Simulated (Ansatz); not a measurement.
Crystal: SiNi.

```xyz
8
Lattice="5.1731 0.0000 0.0000 0.0000 3.3381 0.0000 0.0000 0.0000 5.6049" Properties=species:S:1:pos:R:3 pbc="T T T"
Ni    5.1328    2.5036    4.5539
Ni    2.6268    0.8345    1.7514
Ni    2.5463    2.5036    3.8535
Ni    0.0403    0.8345    1.0510
Si    3.5111    0.8345    5.1425
Si    4.2486    2.5036    2.3400
Si    0.9245    0.8345    3.2649
Si    1.6620    2.5036    0.4624
```

| Item | Value |
| --- | --- |
| Program | Ansatz 0.2.0 |
| Task | relaxation of cell and atoms |
| Functional | PBE |
| Potentials or basis | Ansatz PAW |
| Cutoff | 420 eV (not typed: the program's choice for these potentials) |
| k mesh | 5 × 8 × 5 |
| Occupations | fermi-dirac, width 0.05 eV |
| Spin | collinear spin, ferromagnetic start |
| Starting moments | [1.0, 1.0, 1.0, 1.0, 0.0, 0.0, 0.0, 0.0] μB |

At the start: volume 12.10 Å³/atom.

Q: How do energy, volume and symmetry change on relaxing?

A: It ends after 6 steps and the volume is 12.22 Å³/atom (+1.0 %); space group Pnma (No. 62, to 0.05 Å); moment 0.00 μB per cell.

The path:
| step | energy change (eV) | largest force (eV/Å) | volume (Å³) |
| --- | --- | --- | --- |
| 1 | 0.0000 | 0.0530 | 96.79 |
| 2 | -0.0167 | 0.0444 | 97.33 |
| 3 | -0.0208 | 0.0232 | 97.78 |
| 4 | -0.0210 | 0.0116 | 97.75 |
| 5 | -0.0210 | 0.0012 | 97.73 |
| 6 | -0.0213 | 0.0011 | 97.73 |

Final structure:
```
CELL_PARAMETERS angstrom
5.12770 0.00000 0.00000
0.00000 3.40143 0.00000
0.00000 0.00000 5.60354
ATOMIC_POSITIONS crystal
Ni 0.99143 0.75000 0.81133
Ni 0.50857 0.25000 0.31133
Ni 0.49143 0.75000 0.68867
Ni 0.00857 0.25000 0.18867
Si 0.67894 0.25000 0.91405
Si 0.82106 0.75000 0.41405
Si 0.17894 0.25000 0.58595
Si 0.32106 0.75000 0.08595
```

The cell as given is a measured one (12.10 Å³/atom); PBE puts the equilibrium volume +1.0 % from it, thermal expansion not counted.

Caveat: the plane-wave basis is chosen anew once the cell has moved, so the energies of steps on either side of that aren't comparable; the starting moments weren't kept.
